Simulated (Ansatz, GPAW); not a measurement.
## 2H-WS2 bilayer, AA: simulated STM images

Wanted: filled- and empty-state images of 2H-WS2 bilayer, AA, with its work function.

Calculated with GPAW 26.7.0 and Ansatz 0.2.0; Ansatz plane waves; layer without images along its normal, relaxation of atoms and in-plane cell, with D3(BJ) dispersion, in the first sound run; inputs show where later runs differ.

Report form: the programs' logs are mostly left out.

**1. The starting structure**

The cell holds 6 atoms: 4 S and 2 W. Its edges and angles: a = 3.180 Å, b = 3.180 Å, c = 25.951 Å, α = 90.0°, β = 90.0°, γ = 120.0°. Regions: layer 1: 2H-WS2, 3 atoms (2 S and 1 W); layer 2: 2H-WS2, 3 atoms (2 S and 1 W). Vacuum lies along c.

**2. Relaxing the atoms**

The atoms are relaxed first, since the surface dipole, and with it the work function, follows the positions of the outer layers.

input.yaml reads:

```yaml
crystal:
  lattice:
    - [3.18, 0.0, 0.0]
    - [-1.59, 2.753960784, 0.0]
    - [0.0, 0.0, 25.9512404664]
  atoms:
    - { symbol: S, position: [0.3333333333, 0.6666666667, 0.3082704278] }
    - { symbol: W, position: [0.0, 0.0, 0.3752348613] }
    - { symbol: S, position: [0.3333333333, 0.6666666667, 0.4421992948] }
    - { symbol: S, position: [0.3333333333, 0.6666666667, 0.5578007052] }
    - { symbol: W, position: [0.0, 0.0, 0.6247651387] }
    - { symbol: S, position: [0.3333333333, 0.6666666667, 0.6917295722] }
  periodic: [true, true, false]
kpoints:
  mp_grid: { grid: [12, 12, 1] }
hamiltonian:
  xc: pbe
  dispersion: d3bj
scf:
  occupations: { method: fermi_dirac, width: 0.05 }
relax:
  f_tol: 0.01
  max_steps: 90
  cell: {}
```

Command:

```bash
$ ansatz run input.yaml --threads 4 --pin off --max-ram 8192MiB --backend cpu --events-out ev --progress --plain --runs-dir out
```

Run time: 29 s. Hardware: 4 threads of Intel Xeon Platinum 8375C at 2.90GHz (Ice Lake), shared host; peak memory 0.81 GiB; 1.8 min of CPU time.

Relaxation path:

| step | energy less that of the first step (eV) | largest force component (eV/Å) | volume (Å³) |
| --- | --- | --- | --- |
| 1 | 0.0000 | 3.0762 | 382.73 |
| 2 | -1.0677 | 0.2840 | 379.03 |
| 3 | -1.0734 | 0.2237 | 377.90 |
| 4 | -1.0820 | 0.0429 | 377.72 |
| 5 | -1.0823 | 0.0177 | 377.21 |
| 6 | -1.0823 | 0.0048 | 377.22 |
| 7* | -1.0821 | 0.0048 | 377.22 |

Relaxation steps marked * repeat the geometry before them on a plane-wave basis chosen anew for their cell, so energy and pressure can jump there.

The run keeps the 12 symmetry operations that it works with, so distortions that break them were not tested.

| cell as run | before | after | change |
| --- | --- | --- | --- |
| a (Å) | 3.180 | 3.157 | -0.7 % |
| b (Å) | 3.180 | 3.157 | -0.7 % |

The atoms that moved most (Å, along periodic axes as changes of fractional coordinates times the final cell, across vacuum about the mean position):

| atom | dx | dy | dz | length |
| --- | --- | --- | --- | --- |
| S4 | 0.000 | 0.000 | 0.260 | 0.260 |
| S3 | 0.000 | 0.000 | -0.260 | 0.260 |
| W2 | 0.000 | 0.000 | -0.097 | 0.097 |
| W5 | 0.000 | 0.000 | 0.097 | 0.097 |
| S1 | 0.000 | 0.000 | 0.064 | 0.064 |
| S6 | 0.000 | 0.000 | -0.064 | 0.064 |

Final coordinates:

```cif
data_structure
_symmetry_space_group_name_H-M 'P 1'
_symmetry_Int_Tables_number 1
_cell_length_a 3.1570
_cell_length_b 3.1570
_cell_length_c 43.7025
_cell_angle_alpha 90.000
_cell_angle_beta 90.000
_cell_angle_gamma 120.000
_cell_volume 377.22
loop_
_atom_site_label
_atom_site_type_symbol
_atom_site_fract_x
_atom_site_fract_y
_atom_site_fract_z
_atom_site_occupancy
S1 S 0.33333 0.66667 0.18452 1
W2 W 0.00000 0.00000 0.22060 1
S3 S 0.33333 0.66667 0.25664 1
S4 S 0.33333 0.66667 0.33717 1
W5 W 0.00000 0.00000 0.37321 1
S6 S 0.33333 0.66667 0.40929 1
```

Numbers from this step:

| Item | Value |
| --- | --- |
| free energy | -24384.9107 eV |
| gap by band count | 1.653 eV |
| symmetry operations | 12 |

The relaxation lowered the energy of the cell by 1.08 eV.

**3. The slab's potential**

With the geometry fixed, the planar mean of the potential gives the vacuum level on each side.

This step: GPAW, PAW setups; slab in vacuum (GPAW 26.7.0).

The cell differs from the one that the last finished run ended in (c 43.702 → 25.823 Å).

run.py reads:

```python
import json
import numpy as np
from ase import Atoms
from ase.dft.stm import STM
from gpaw import GPAW, PW

slab = Atoms(
    ['S', 'W', 'S', 'S', 'W', 'S'],
    positions=[
        [-0.00000, 1.82271, 8.00000],
        [-0.00000, -0.00000, 9.57666],
        [-0.00000, 1.82271, 11.15176],
        [-0.00000, 1.82271, 14.67115],
        [-0.00000, -0.00000, 16.24625],
        [-0.00000, 1.82271, 17.82291]],
    cell=[[3.15703, -0.0, 0.0], [-1.57851, 2.73407, 0.0], [0.0, 0.0, 25.8229]],
    pbc=[True, True, False])

slab.calc = GPAW(mode=PW(400), xc='PBE', kpts={'size': (12, 12, 1), 'gamma': True},
                 occupations={'name': 'fermi-dirac', 'width': 0.05}, nbands='140%',
                 convergence={'density': 1e-05}, maxiter=200,
                 poissonsolver={'dipolelayer': 'xy'},
                 symmetry={'tolerance': 1e-3}, txt='slab.txt')
result = {}
energy = slab.get_potential_energy()
fermi = slab.calc.get_fermi_level()
v = slab.calc.get_electrostatic_potential().mean((0, 1)) - fermi
n = slab.calc.get_pseudo_density().mean((0, 1))
L = slab.cell[2, 2]
z = np.arange(len(v)) * L / len(v)
low, high = slab.positions[:, 2].min(), slab.positions[:, 2].max()
below, above = np.interp([low - 5.8, high + 5.8], z, v)
slopes = [np.interp(x, z, np.gradient(v, z)) for x in (low - 5.8, high + 5.8)]
eps = np.array([[slab.calc.get_eigenvalues(k, s) for k in range(len(slab.calc.get_ibz_k_points()))]
                for s in range(slab.calc.get_number_of_spins())]) - fermi
top, bottom = eps[eps < 0].max(), eps[eps > 0].min()
dipole = slab.get_dipole_moment()[2]
print(f'energy {energy:.4f} eV, Fermi level {fermi:.4f} eV, dipole {dipole:.5f} e A')
print(f'potential 5.8 A off the faces, from the Fermi level: lower {below:.4f} eV, upper {above:.4f} eV')
print(f'slope of the potential there: lower {slopes[0]:.5f}, upper {slopes[1]:.5f} eV/A')
print(f'nearest levels on the mesh: {top:.4f} and {bottom:.4f} eV')
print('magnetic moment', round(slab.get_magnetic_moment(), 3))
result.update(energy=energy, fermi=fermi, dipole=dipole, below=below, above=above, slopes=slopes, edges=[top, bottom],
              z=z.tolist(), v=v.tolist(), n=n.tolist(), positions=slab.positions.tolist(),
              forces=slab.get_forces(apply_constraint=False).tolist(), moments=slab.get_magnetic_moments().tolist())

# Images need the states of the whole zone, up to time reversal
slab.calc = slab.calc.fixed_density(symmetry={'point_group': False}, txt='states.txt',
                                    convergence={'bands': 'CBM+2.3'})
stm = STM(slab)
result['stm'] = []
for bias in [-1.5, 2.0]:
    height = high + 3.5
    current = stm.get_averaged_current(bias, height)
    x, y, h = stm.scan(bias, current)
    i, f = divmod(height / L * stm.ldos.shape[2], 1)
    I = abs((1 - f) * stm.ldos[:, :, int(i)] + f * stm.ldos[:, :, int(i) + 1])
    print(f'bias {bias} V: mean current at 3.5 A {current:.4e}, corrugation {np.ptp(h):.4f} A')
    result['stm'].append(dict(bias=bias, current=current, h=(h - high).tolist(), I=I.tolist()))
json.dump(result, open('result.json', 'w'))
```

Command:

```bash
$ OMP_NUM_THREADS=1 OPENBLAS_NUM_THREADS=1 python run.py
```

It took 2.4 min on 1 thread; peak memory 0.53 GiB.

This step gave:

```
dipole along the normal                    : 2.73e-4 e·Å
levels nearest the Fermi level on the mesh : -0.7924, 0.8595 eV from the Fermi level
upper work function                        : 4.712 eV
lower work function                        : 4.716 eV
corrugation -1.5                           : 0.1045 Å
corrugation 2                              : 0.01423 Å
upper ionisation energy                    : 5.504 eV
```

The electrostatic potential energy of an electron (without an applied field's), less the Fermi level, planar mean oscillates, so the rows of the table below give means over windows of 1 Å about each position, cut where the curve ends. Its maxima inside the range that stand out by 2 % of the span (Å: eV): 8.7: -7.28, 10.4: -7.32, 12.9: 4.23, 15.4: -7.32, 17.1: -7.29. Its minima: 8.0: -19.9, 9.6: -24.9, 11.2: -19.9, 14.6: -19.9, 16.2: -24.9, 17.9: -19.9.

Electrostatic potential energy of an electron (without an applied field's), less the Fermi level, planar mean against z; means over each step:

z (Å), electrostatic potential energy of an electron (without an applied field's), less the Fermi level, planar mean (eV) and a bar from the least value:
```
        0        4.7 ##############################
        1        4.7 ##############################
        2        4.7 ##############################
        3        4.7 ##############################
        4        4.7 ##############################
        5        4.7 ##############################
        6        4.6 ##############################
        7        1.5 ##########################
        8      -14.2 ######
        9      -13.5 #######
       10      -16.1 ###
       11      -14.3 ######
       12       -0.4 ########################
       13        4.0 #############################
       14       -3.4 ####################
       15      -13.2 #######
       16      -18.8 
       17      -11.4 #########
       18      -12.9 ########
       19        2.8 ############################
       20        4.6 ##############################
       21        4.7 ##############################
       22        4.7 ##############################
       23        4.7 ##############################
       24        4.7 ##############################
       25        4.7 ##############################
```

The pseudo valence density, planar mean by z:

z (Å), pseudo valence density, planar mean (e/Å³) and a bar:
```
        4       0.00 
        5       0.00 
        6       0.01 
        7       0.12 ###
        8       0.41 ##########
        9       0.63 ################
       10       0.86 ######################
       11       0.47 ############
       12       0.18 #####
       13       0.02 #
       14       0.27 #######
       15       0.52 #############
       16       1.18 ##############################
       17       0.52 #############
       18       0.41 ##########
       19       0.07 ##
       20       0.00 
       21       0.00
```

Tip height over the top atom over a1 and a2. Sample bias -1.5 V, constant current at the mean current 3.5 Å over the top atom.

Ten even steps from '_' (3.45 Å) to '@' (3.56 Å):
```
____..::==++******++==::..____
....::==**%%%%%%%%**==::....__
::::==##%%@@@@@@%%##==::::....
::==**%%@@@@@@@@%%**==::::::::
==++%%@@@@@@@@@@%%++==--------
==**%%@@@@@@@@%%**==----------
==**%%@@@@@@%%**==------------
==**%%%%%%%%**==--------------
==++**##**++==----------------
============------------------
::::::::::--------------------
::....::::------------------::
..__....::----------------::..
______..::--------------::..__
____..::::============::::..__
```
Columns: a1 from 0 to 0.933; rows upwards: a2 from 0 to 0.933.

Local density of states summed over the bias window over a1 and a2. Sample bias -1.5 V, constant height 3.5 Å over the top atom.

Ten even steps from '_' (4.49 × 1e-6 arbitrary) to '@' (5.70 × 1e-6 arbitrary):
```
____..::==++******++==::..____
....::==**##%%%%##**==::....__
::::==**%%@@@@@@%%**==::::....
--==**%%@@@@@@@@%%**==--::::::
==++##@@@@@@@@@@##++==--------
==**%%@@@@@@@@%%**==----------
==**%%@@@@@@%%**==------------
==**##%%%%##**==--------------
==++******++==----------------
============------------------
--::::::----------------------
::....::::------------------::
..__....::----------------::..
______..::--------------::..__
____..::--============--::..__
```
Columns: a1 from 0 to 0.933; rows upwards: a2 from 0 to 0.933.

Tip height over the top atom over a1 and a2. Sample bias 2 V, constant current at the mean current 3.5 Å over the top atom.

Values in Å, 15 rows by 15 columns:
```
3.495 3.495 3.495 3.498 3.501 3.503 3.502 3.501 3.502 3.503 3.501 3.498 3.495 3.495 3.495
3.496 3.495 3.497 3.501 3.504 3.506 3.505 3.505 3.506 3.504 3.501 3.497 3.495 3.496 3.496
3.497 3.498 3.501 3.505 3.508 3.508 3.508 3.508 3.508 3.505 3.501 3.498 3.497 3.498 3.498
3.499 3.501 3.504 3.508 3.509 3.508 3.508 3.509 3.508 3.504 3.501 3.499 3.499 3.499 3.499
3.501 3.503 3.506 3.508 3.508 3.508 3.508 3.508 3.506 3.503 3.501 3.500 3.499 3.499 3.500
3.501 3.502 3.505 3.508 3.508 3.508 3.508 3.505 3.502 3.501 3.499 3.498 3.497 3.498 3.499
3.499 3.501 3.505 3.508 3.509 3.508 3.505 3.501 3.499 3.498 3.497 3.496 3.496 3.497 3.498
3.499 3.502 3.506 3.508 3.508 3.506 3.502 3.499 3.497 3.496 3.496 3.496 3.496 3.496 3.497
3.501 3.503 3.504 3.505 3.504 3.503 3.501 3.498 3.496 3.496 3.496 3.496 3.496 3.496 3.498
3.501 3.501 3.501 3.501 3.501 3.501 3.499 3.497 3.496 3.496 3.496 3.496 3.496 3.497 3.499
3.499 3.498 3.497 3.498 3.499 3.500 3.498 3.496 3.496 3.496 3.496 3.496 3.496 3.498 3.500
3.497 3.495 3.495 3.497 3.499 3.499 3.497 3.496 3.496 3.496 3.496 3.496 3.497 3.499 3.499
3.496 3.495 3.496 3.498 3.499 3.499 3.498 3.497 3.496 3.496 3.497 3.498 3.499 3.499 3.498
3.495 3.495 3.496 3.498 3.499 3.500 3.499 3.498 3.497 3.498 3.499 3.500 3.499 3.498 3.496
3.496 3.495 3.496 3.497 3.499 3.501 3.501 3.499 3.499 3.501 3.501 3.499 3.497 3.496 3.495
```
Columns: a1 from 0 to 0.933; rows upwards: a2 from 0 to 0.933.

Local density of states summed over the bias window over a1 and a2. Sample bias 2 V, constant height 3.5 Å over the top atom.

Ten even steps from '_' (8.76 × 1e-5 arbitrary) to '@' (8.97 × 1e-5 arbitrary):
```
______::==++++==++++==::______
____..==**########**==..____..
..::==##@@@@%%@@@@##==::..::::
--==**@@@@@@@@@@@@**==--------
==++##@@@@@@@@@@##++==--::::--
==++##%%@@@@%%##++==--::..::--
--==##@@@@@@##==--::........::
--++##@@@@##++--..............
==++**##**++==::............::
============--..............--
--::..::----::............::--
..____..--::..............::--
______::--::::........::::--::
____..::------::..::------::..
______..--====----====--..____
```
Columns: a1 from 0 to 0.933; rows upwards: a2 from 0 to 0.933.

Force by atom:

| atom | x (eV/Å) | y (eV/Å) | z (eV/Å) | size |
| --- | --- | --- | --- | --- |
| S1 | 0.000 | 0.000 | -0.130 | 0.130 |
| W2 | 0.000 | 0.000 | -0.053 | 0.053 |
| S3 | 0.000 | 0.000 | 0.019 | 0.019 |
| S4 | 0.000 | 0.000 | -0.019 | 0.019 |
| W5 | 0.000 | 0.000 | 0.053 | 0.053 |
| S6 | 0.000 | 0.000 | 0.130 | 0.130 |

The layer is gapped, so the Fermi level lies somewhere inside the gap, set by smearing and numerics, and these work functions are no property of the material; the band edges below the vacuum level are. The potential is flat to 1.6e-5 eV/Å where it is read, so the vacuum is wide enough. The geometry is the other program's minimum (found with a dispersion term); here the largest force on a free atom is 0.13 eV/Å.

[end of part 1 of 2]

[Logs are printed without paths, hosts, clocks, repeated set-up lines and the standing remarks that a program may print on its own settings, such as how far it seeks lower states.]

[Hosts, paths, dates, database ids (printed as entryN), source tags and the programs' standing remarks are cut or masked in the printed files.]
